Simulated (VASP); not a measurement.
ZrS2:

```
CELL_PARAMETERS angstrom
3.69138 0.00000 0.00000
-1.84569 3.19683 0.00000
0.00000 0.00000 6.04108
ATOMIC_POSITIONS crystal
Zr 0.00000 0.00000 0.00000
S 0.66667 0.33333 0.76209
S 0.33333 0.66667 0.23791
```

The cell is a database's computed one.

```yaml
Program: VASP 6.6.1
Task: relaxation of cell and atoms
Functional: PBE
Potentials_or_basis: VASP PAW PBE potentials, release 64 (Zr_sv, S)
Cutoff: 600 eV
k_mesh: 9 × 9 × 6
Occupations: gaussian, width 0.02 eV
Spin: no spin polarisation
```

At the start: pressure 0.5 GPa; volume 23.76 Å³/atom.

Problem. How do energy, volume and symmetry change on relaxing?

Solution. Over 37 steps the energy falls by 4.9 meV/atom and the volume is 25.95 Å³/atom (+9.2 %); space group P-3m1 (No. 164, to 0.05 Å).

Step by step:
| step | energy change (eV) | largest force (eV/Å) | pressure (GPa) | volume (Å³) |
| --- | --- | --- | --- | --- |
| 1 | 0.0000 | 0.0515 | 0.47 | 71.29 |
| 2 | -0.0020 | 0.1192 | -0.45 | 72.01 |
| 3 | -0.0021 | 0.0920 | -0.31 | 71.90 |
| 4 | -0.0042 | 0.0922 | 0.00 | 71.85 |
| 5 | -0.0045 | 0.0923 | 0.16 | 71.82 |
| 6 | -0.0056 | 0.0777 | 0.17 | 72.07 |
| 7 | -0.0085 | 0.0333 | 0.23 | 72.80 |
| 8 | -0.0115 | 0.0584 | 0.39 | 74.28 |
| 9 | -0.0118 | 0.1019 | 0.47 | 74.98 |
| 10 | -0.0125 | 0.0746 | 0.28 | 75.32 |
| 11 | -0.0132 | 0.0027 | -0.22 | 76.23 |
| 12 | -0.0136 | 0.0029 | -0.20 | 76.34 |
| 13 | -0.0143 | 0.0192 | -0.15 | 76.64 |
| 14 | -0.0143 | 0.0518 | -0.03 | 77.24 |
| 15 | -0.0145 | 0.0343 | -0.09 | 76.93 |
| 16 | -0.0146 | 0.0072 | 0.07 | 76.85 |
| 17 | -0.0146 | 0.0100 | 0.05 | 76.86 |
| 18 | -0.0146 | 0.0069 | 0.04 | 76.90 |
| 19 | -0.0146 | 0.0010 | 0.02 | 76.98 |
| 20 | -0.0146 | 0.0057 | -0.01 | 77.01 |
| 21 | -0.0146 | 0.0110 | -0.04 | 77.06 |
| 22 | -0.0146 | 0.0111 | -0.04 | 77.06 |
| 23 | -0.0146 | 0.0116 | -0.04 | 77.08 |
| 24 | -0.0147 | 0.0127 | -0.03 | 77.12 |
| 25 | -0.0147 | 0.0146 | -0.03 | 77.19 |
| 26 | -0.0147 | 0.0186 | -0.01 | 77.33 |
| 27 | -0.0147 | 0.0114 | 0.02 | 77.36 |
| 28 | -0.0147 | 0.0019 | 0.09 | 77.41 |
| 29 | -0.0148 | 0.0022 | 0.07 | 77.47 |
| 30 | -0.0148 | 0.0030 | 0.03 | 77.63 |
| 31 | -0.0148 | 0.0048 | -0.04 | 77.96 |
| 32 | -0.0148 | 0.0039 | 0.00 | 77.76 |
| 33 | -0.0148 | 0.0038 | 0.01 | 77.75 |
| 34 | -0.0148 | 0.0014 | 0.00 | 77.76 |
| 35 | -0.0148 | 0.0057 | -0.03 | 77.82 |
| 36 | -0.0148 | 0.0053 | -0.03 | 77.83 |
| 37 | -0.0148 | 0.0044 | -0.01 | 77.84 |

Final structure:
```
Zr S
1.0
     3.68413    0.00000    0.00000
    -1.84207    3.19055    0.00000
     0.00000    0.00000    6.62190
Zr S
1 2
Direct
  0.00000 0.00000 0.00000
  0.66667 0.33333 0.78109
  0.33333 0.66667 0.21891
```

Caveat: this functional lacks dispersion, which binds the layers, so the pressure and a relaxed spacing across them are unreliable.
